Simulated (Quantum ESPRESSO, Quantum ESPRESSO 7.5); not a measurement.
## 2H-MoS2, 2 layers, AA' stacking, stepped through the share of short-range exact exchange

What law, if any, do the results for 2H-MoS2, 2 layers, AA' stacking follow against the share of short-range exact exchange?

Method: plane-wave DFT, PBE, SG15 norm-conserving pseudopotentials (geometry by pw.x at PBE-D3(BJ), GBRV ultrasoft), in Quantum ESPRESSO 7.5.

## (1) The starting structure

The cell holds 6 atoms: 4 S and 2 Mo. Cell: a = 3.180 Å, b = 3.180 Å, c = 24.725 Å, α = 90.0°, β = 90.0°, γ = 120.0°. It derives from MoS2. Vacuum lies along c.

Set-up: Cell and atoms are relaxed under PBE-D3(BJ) (GBRV files) and held. Screened hybrids with norm-conserving files, screening 0.106 per bohr, fixed occupations, a 9×9×1 mesh with exchange on 3×3×1 q points. Levels count from the potential in the middle of the vacuum.

## (2) Relaxing cell and ions of the reference

What the set-up leaves free in this member is relaxed.

ref.relax.in

```
&control
  prefix = 'ref.relax'
  outdir = './out'
  pseudo_dir = './pseudo'
  nstep = 80
  forc_conv_thr = 0.0004
  calculation = 'vc-relax'
  etot_conv_thr = 1e-06
/
&system
  ibrav = 0
  nat = 6
  ntyp = 2
  ecutwfc = 50
  ecutrho = 250
  vdw_corr = 'grimme-d3'
  dftd3_version = 4
  occupations = 'smearing'
  smearing = 'fd'
  degauss = 0.004
/
&electrons
  conv_thr = 1e-09
  mixing_beta = 0.4
  electron_maxstep = 120
  mixing_mode = 'plain'
/
&ions
/
&cell
  cell_dofree = '2Dxy'
  press_conv_thr = 0.3
/
ATOMIC_SPECIES
  S   32.0600  s_pbe_v1.4.uspp.F.UPF
  Mo  95.9500  mo_pbe_v1.uspp.F.UPF
CELL_PARAMETERS angstrom
  3.18000000000000 0.00000000000000 0.00000000000000
  -1.59000000000000 2.75396078403451 0.00000000000000
  0.00000000000000 0.00000000000000 24.72519547599916
ATOMIC_POSITIONS crystal
  S   0.333333333300 0.666666666700 0.303334305578
  Mo  0.000000000000 0.000000000000 0.369311493527
  S   0.333333333300 0.666666666700 0.435288681477
  S   0.000000000000 0.000000000000 0.564711318523
  Mo  0.333333333300 0.666666666700 0.630688506473
  S   0.000000000000 0.000000000000 0.696665694422
K_POINTS automatic
  12 12 1 0 0 0
```

Run with:

```sh
$ OMP_NUM_THREADS=1 mpirun -n 8 pw.x -nk 8 -in ref.relax.in > ref.relax.out
```

The program printed:

```text
Program PWSCF v.7.5 starts
[citation notice left out]

     Parallel version (MPI & OpenMP), running on       8 processor cores
     Number of MPI processes:                 8
     Threads/MPI process:                     1

     MPI processes distributed on     1 nodes
[...]
Current dimensions of program PWSCF are:
     Max number of different atomic species (ntypx) = 10
     Max number of k-points (npk) =  40000
     Max angular momentum in pseudopotentials (lmaxx) =  4
     Message from routine setup:
     using ibrav=0 with symmetry is DISCOURAGED, use correct ibrav instead

     K-points division:     npool     =       8
     Subspace diagonalization in iterative solution of the eigenvalue problem:
     a serial algorithm will be used

     G-vector sticks info
     --------------------
     sticks:   dense  smooth     PW     G-vecs:    dense   smooth      PW
     Sum         625     499    151                97387    69949   11593

     Using Slab Decomposition

     bravais-lattice index     =            0
     lattice parameter (alat)  =       6.0093  a.u.
     unit-cell volume          =    1461.2388 (a.u.)^3
     number of atoms/cell      =            6
     number of atomic types    =            2
     number of electrons       =        52.00
     number of Kohn-Sham states=           31
     kinetic-energy cutoff     =      50.0000  Ry
     charge density cutoff     =     250.0000  Ry
     scf convergence threshold =      1.0E-09
     mixing beta               =       0.4000
     number of iterations used =            8  plain     mixing
     energy convergence thresh.=      1.0E-06
     force convergence thresh. =      4.0E-04
     press convergence thresh. =      3.0E-01
     Exchange-correlation= SLA  PW   PBE  PBE
                           (   1   4   3   4   0   0   0)
     nstep                     =           80

     celldm(1)=   6.009329  celldm(2)=   0.000000  celldm(3)=   0.000000
     celldm(4)=   0.000000  celldm(5)=   0.000000  celldm(6)=   0.000000

     crystal axes: (cart. coord. in units of alat)
               a(1) = (   1.000000   0.000000   0.000000 )
               a(2) = (  -0.500000   0.866025   0.000000 )
               a(3) = (   0.000000   0.000000   7.775219 )

     reciprocal axes: (cart. coord. in units 2 pi/alat)
               b(1) = (  1.000000  0.577350 -0.000000 )
               b(2) = (  0.000000  1.154701  0.000000 )
               b(3) = (  0.000000 -0.000000  0.128614 )

     PseudoPot. # 1 for S  read from file:
     ./pseudo/s_pbe_v1.4.uspp.F.UPF
     Pseudo is Ultrasoft + core correction, Zval =  6.0
     Generated by new atomic code, or converted to UPF format
     Using radial grid of  907 points,  6 beta functions with:
                l(1) =   0
                l(2) =   0
                l(3) =   1
                l(4) =   1
                l(5) =   2
                l(6) =   2
     Q(r) pseudized with  8 coefficients,  rinner =    1.300   1.300   1.300
                                                       1.300   1.300

     PseudoPot. # 2 for Mo read from file:
     ./pseudo/mo_pbe_v1.uspp.F.UPF
     Pseudo is Ultrasoft + core correction, Zval = 14.0
     Generated by new atomic code, or converted to UPF format
     Using radial grid of  889 points,  6 beta functions with:
                l(1) =   0
                l(2) =   0
                l(3) =   1
                l(4) =   1
                l(5) =   2
                l(6) =   2
     Q(r) pseudized with  6 coefficients,  rinner =    1.000   1.000   1.000
                                                       1.000   1.000

     atomic species   valence    mass     pseudopotential
     S                 6.00    32.06000     S ( 1.00)
     Mo               14.00    95.95000     Mo( 1.00)

     12 Sym. Ops., with inversion, found ( 6 have fractional translation)

   Cartesian axes

     site n.     atom                  positions (alat units)
         1        S      tau(   1) = (  -0.0000000   0.5773503   2.3584906  )
         2        Mo     tau(   2) = (   0.0000000   0.0000000   2.8714776  )
         3        S      tau(   3) = (  -0.0000000   0.5773503   3.3844647  )
         4        S      tau(   4) = (   0.0000000   0.0000000   4.3907540  )
         5        Mo     tau(   5) = (  -0.0000000   0.5773503   4.9037411  )
         6        S      tau(   6) = (   0.0000000   0.0000000   5.4167281  )

     --------------------------------------------
     DFT-D3 Dispersion Correction (3-body terms):
     --------------------------------------------
       Reference C6 values for interpolation:

         atom   Coordination number   C6
         S          0.000           268.01
         S          0.995           261.99
         S          1.990           251.62
         Mo         0.000          1691.79
         Mo         1.942          1004.01
         Mo        11.056           674.22

       Values used:

         atom   Coordination number  R0_AB[au]  C6      C8
         S          3.607            3.128    251.62  12327.25
         Mo         9.922            3.547    674.22  77634.20
         S          3.661            3.128    251.62  12327.25
         S          3.661            3.128    251.62  12327.25
         Mo         9.922            3.547    674.22  77634.20
         S          3.607            3.128    251.62  12327.25

         Molecular C6 ( Ry / a.u.^6 ) =     13294.63

     number of k points=    19  Fermi-Dirac smearing, width (Ry)=  0.0040
                       cart. coord. in units 2pi/alat
        k(    1) = (   0.0000000   0.0000000   0.0000000), wk =   0.0138889
        k(    2) = (   0.0000000   0.0962250   0.0000000), wk =   0.0833333
        k(    3) = (   0.0000000   0.1924501   0.0000000), wk =   0.0833333
        k(    4) = (   0.0000000   0.2886751   0.0000000), wk =   0.0833333
        k(    5) = (   0.0000000   0.3849002   0.0000000), wk =   0.0833333
        k(    6) = (   0.0000000   0.4811252   0.0000000), wk =   0.0833333
        k(    7) = (   0.0000000  -0.5773503   0.0000000), wk =   0.0416667
        k(    8) = (   0.0833333   0.1443376   0.0000000), wk =   0.0833333
        k(    9) = (   0.0833333   0.2405626   0.0000000), wk =   0.1666667
        k(   10) = (   0.0833333   0.3367877   0.0000000), wk =   0.1666667
[...]
k(   19) = (   0.3333333   0.5773503   0.0000000), wk =   0.0277778

     Dense  grid:    97387 G-vectors     FFT dimensions: (  36,  36, 240)

     Smooth grid:    69949 G-vectors     FFT dimensions: (  27,  27, 216)

[...]
negative rho (up, down):  2.471E-03 0.000E+00
          total   stress  (Ry/bohr**3)                   (kbar)     P=       -4.28
  -0.00000388  -0.00000000   0.00000000           -0.57       -0.00        0.00
  -0.00000000  -0.00000388   0.00000000           -0.00       -0.57        0.00
  -0.00000000  -0.00000000  -0.00007951           -0.00       -0.00      -11.70

     Energy error            =      4.6E-03 Ry
     Gradient error          =      7.1E-03 Ry/Bohr
     Cell gradient error     =      5.7E-01 kbar

     number of scf cycles    =   3
     number of bfgs steps    =   2

     enthalpy           old  =    -375.6116821531 Ry
     enthalpy           new  =    -375.6162620758 Ry

     CASE: enthalpy          _new < enthalpy          _old

     new trust radius        =       0.0138148021 bohr
     new conv_thr            =       0.0000000002 Ry

     new unit-cell volume =   1429.51959 a.u.^3 (   211.83295 Ang^3 )
     density =      2.50955 g/cm^3

CELL_PARAMETERS (angstrom)
   3.145296363  -0.000000000   0.000000000
  -1.572648181   2.723906552   0.000000000
   0.000000000   0.000000000  24.725195476

ATOMIC_POSITIONS (crystal)
S                0.3333333333        0.6666666667        0.3058394940
Mo               0.0000000000       -0.0000000000        0.3694007225
S                0.3333333333        0.6666666667        0.4329607450
S                0.0000000000        0.0000000000        0.5670392550
Mo               0.3333333333        0.6666666667        0.6305992775
S               -0.0000000000       -0.0000000000        0.6941605060

[...]
NEW-OLD atomic charge density approx. for the potential
     New effective cutoffs (rho, wfc):  255.44   51.10

     Check: negative core charge=   -0.000001

     negative rho (up, down):  2.463E-03 0.000E+00

     total cpu time spent up to now is       85.6 secs

     per-process dynamical memory:   143.5 Mb

[...]
!    total energy              =    -375.61642628 Ry
[...]
Total force =     0.003106     Total SCF correction =     0.000032
[...]
number of bfgs steps    =   3
[...]
new trust radius        =       0.0031868538 bohr
[...]
!    total energy              =    -375.61645599 Ry
[...]
Total force =     0.002811     Total SCF correction =     0.000008
[...]
number of bfgs steps    =   4
[...]
WARNING: bfgs curvature condition failed, Theta= 0.976
     new trust radius        =       0.0035055392 bohr
[...]
!    total energy              =    -375.61648470 Ry
[...]
Total force =     0.002750     Total SCF correction =     0.000036
[...]
number of bfgs steps    =   5
[...]
new trust radius        =       0.0052583088 bohr
[...]
!    total energy              =    -375.61754548 Ry
[...]
Total force =     0.002661     Total SCF correction =     0.000013
[...]
number of bfgs steps    =  15
[...]
new trust radius        =       0.1282860723 bohr
[...]
Self-consistent Calculation

     iteration #  1     ecut=    50.00 Ry     beta= 0.40
     Davidson diagonalization with overlap
     ethr =  1.00E-06,  avg # of iterations = 12.5

     negative rho (up, down):  2.681E-03 0.000E+00

     total cpu time spent up to now is      417.7 secs

     total energy              =    -375.61589793 Ry
     estimated scf accuracy    <       0.00512570 Ry

[...]
iteration # 13     ecut=    50.00 Ry     beta= 0.40
[...]
negative rho (up, down):  2.685E-03 0.000E+00

[...]
End of self-consistent calculation

          k = 0.0000 0.0000 0.0000 (  8745 PWs)   bands (ev):

   -58.6734 -58.6734 -32.8205 -32.8205 -32.5945 -32.5945 -32.5945 -32.5945
   -12.0797 -11.9040 -10.7910 -10.5249  -3.8289  -3.2224  -0.4282  -0.4282
    -0.4194  -0.4194  -0.1927   0.6836   0.6836   0.7137   0.7137   0.9515
     1.9769   2.7303   4.9805   4.9805   5.0033   5.0033   5.1983

          k =-0.0000 0.0967 0.0000 (  8719 PWs)   bands (ev):

   -58.6706 -58.6706 -32.8152 -32.8151 -32.6217 -32.6217 -32.6007 -32.6006
   -11.9744 -11.7994 -10.7432 -10.4853  -3.7113  -3.1059  -0.6646  -0.6499
    -0.4783  -0.3206  -0.3081   0.1644   0.5152   0.5482   0.8606   1.2786
     1.9578   2.5694   4.8646   4.8802   4.9779   5.0324   5.0454

          k =-0.0000 0.1935 0.0000 (  8722 PWs)   bands (ev):

   -58.6632 -58.6632 -32.8005 -32.8005 -32.6956 -32.6955 -32.6175 -32.6175
   -11.6740 -11.5025 -10.6070 -10.3733  -3.4109  -2.8224  -1.2211  -1.1733
    -1.0009  -0.5302  -0.0247   0.0021   0.1236   0.1585   0.9080   1.3346
     1.8081   2.0658   4.4473   4.6660   4.7782   4.7826   4.9192

          k =-0.0000 0.2902 0.0000 (  8690 PWs)   bands (ev):

   -58.6531 -58.6531 -32.7951 -32.7950 -32.7804 -32.7803 -32.6404 -32.6404
   -11.2267 -11.0647 -10.4049 -10.2107  -3.1432  -2.6808  -1.8015  -1.6054
    -1.5146  -1.2103  -0.3247  -0.2786   0.3986   0.4392   0.6748   1.0408
     1.4174   1.4926   4.2292   4.5144   4.6216   4.6477   5.0551

          k =-0.0000 0.3870 0.0000 (  8724 PWs)   bands (ev):

   -58.6429 -58.6429 -32.8931 -32.8931 -32.7602 -32.7602 -32.6632 -32.6632
   -10.7186 -10.5772 -10.1782 -10.0367  -3.2644  -3.0102  -2.2745  -2.0122
    -1.8173  -1.5008  -0.6955  -0.6462   0.3805   0.6735   0.8070   0.8803
     1.1362   1.2854   4.3968   4.4015   4.4954   4.7612   5.4873

          k =-0.0000 0.4837 0.0000 (  8752 PWs)   bands (ev):

   -58.6354 -58.6354 -32.9639 -32.9639 -32.7454 -32.7454 -32.6798 -32.6798
   -10.2857 -10.1778  -9.9881  -9.9062  -3.6032  -3.4051  -2.6589  -2.4617
    -1.9945  -1.6311  -0.9362  -0.8849   0.2203   0.4342   1.0812   1.1899
     1.3046   1.4498   4.4355   4.4871   4.7424   4.9681   5.7955

[...]
the Fermi energy is     3.2641 ev

!    total energy              =    -375.61764208 Ry
     estimated scf accuracy    <          1.9E-11 Ry
     smearing contrib. (-TS)   =      -0.00000010 Ry
     internal energy E=F+TS    =    -375.61764198 Ry

     The total energy is F=E-TS. E is the sum of the following terms:
     one-electron contribution =   -2699.36293276 Ry
     hartree contribution      =    1356.52124885 Ry
     xc contribution           =     -72.63392178 Ry
     ewald contribution        =    1040.01546954 Ry
     DFT-D3 Dispersion         =      -0.15750584 Ry

     convergence has been achieved in  13 iterations

     negative rho (up, down):  2.685E-03 0.000E+00

     Forces acting on atoms (cartesian axes, Ry/au):

     atom    1 type  1   force =    -0.00000000    0.00000000   -0.00092182
     atom    2 type  2   force =    -0.00000000    0.00000000   -0.00075731
     atom    3 type  1   force =     0.00000000    0.00000000    0.00038474
     atom    4 type  1   force =     0.00000000    0.00000000   -0.00038474
     atom    5 type  2   force =    -0.00000000   -0.00000000    0.00075731
     atom    6 type  1   force =     0.00000000   -0.00000000    0.00092182

     Total force =     0.001773     Total SCF correction =     0.000031

     Computing stress (Cartesian axis) and pressure

     negative rho (up, down):  2.685E-03 0.000E+00
          total   stress  (Ry/bohr**3)                   (kbar)     P=       -1.83
  -0.00002536  -0.00000000   0.00000000           -3.73       -0.00        0.00
  -0.00000000  -0.00002536   0.00000000           -0.00       -3.73        0.00
   0.00000000   0.00000000   0.00001333            0.00        0.00        1.96

     Energy error            =      9.7E-05 Ry
     Gradient error          =      9.2E-04 Ry/Bohr
     Cell gradient error     =      3.7E+00 kbar

     number of scf cycles    =  17
     number of bfgs steps    =  16

     enthalpy
```

Run time: 9.6 min. Hardware: 8 MPI ranks of Arm Neoverse V2, shared host; peak memory 1.4 GiB; 77 min of CPU time.

The steps of the relaxation:

```csv
step,energy less that of the first step (eV),largest force (eV/Å),volume (Å³)
1,0.0000,1.2640,216.53
2,-0.1349,0.7662,214.29
3,-0.1973,0.1822,212.10
4,-0.1995,0.0477,211.83
5,-0.1999,0.0367,212.00
6,-0.2003,0.0315,212.19
7,-0.2008,0.0320,212.49
8,-0.2012,0.0402,212.88
9,-0.2016,0.0471,213.24
10,-0.2020,0.0520,213.51
11,-0.2026,0.0554,213.71
12,-0.2035,0.0584,213.92
13,-0.2051,0.0610,214.14
14,-0.2073,0.0619,214.37
15,-0.2106,0.0573,214.53
16,-0.2147,0.0390,214.59
17,-0.2160,0.0237,214.22
18,-0.2179,0.0212,213.90
19,-0.2187,0.0113,213.32
20,-0.2190,0.0031,212.94
21,-0.2190,0.0003,212.89
22,-0.2184,0.0013,212.89
```

```csv
cell as run,before,after,change
a (Å),3.180,3.153,-0.8 %
b (Å),3.180,3.153,-0.8 %
```

The atoms that moved most (Å, along periodic axes as changes of fractional coordinates times the final cell, across vacuum about the mean position):

```csv
atom,dx,dy,dz,length
S1,0.000,0.000,0.239,0.239
S6,0.000,0.000,-0.239,0.239
Mo5,0.000,0.000,-0.174,0.174
Mo2,0.000,0.000,0.174,0.174
S4,0.000,0.000,-0.108,0.108
S3,0.000,0.000,0.108,0.108
```

 The last row is no step: it is a fresh SCF in the final cell with a new plane-wave basis, +1 meV from the row before.

This step gave:

| Item | Value |
| --- | --- |
| free energy | -5110.5407 eV |
| Fermi energy | 3.285 eV |

(Continued in part 2 of 3.)

[Logs are printed without paths, hosts, clocks, repeated set-up lines and the standing remarks that a program may print on its own settings, such as how far it seeks lower states.]

[Hosts, paths, dates, database ids (printed as entryN), source tags and the programs' standing remarks are cut or masked in the printed files.]

[Maps of the electrostatic potential energy from Ansatz leave out the sawtooth potential of an applied field or a dipole correction, so their vacuum need not be flat; planar profiles and work functions include it.]
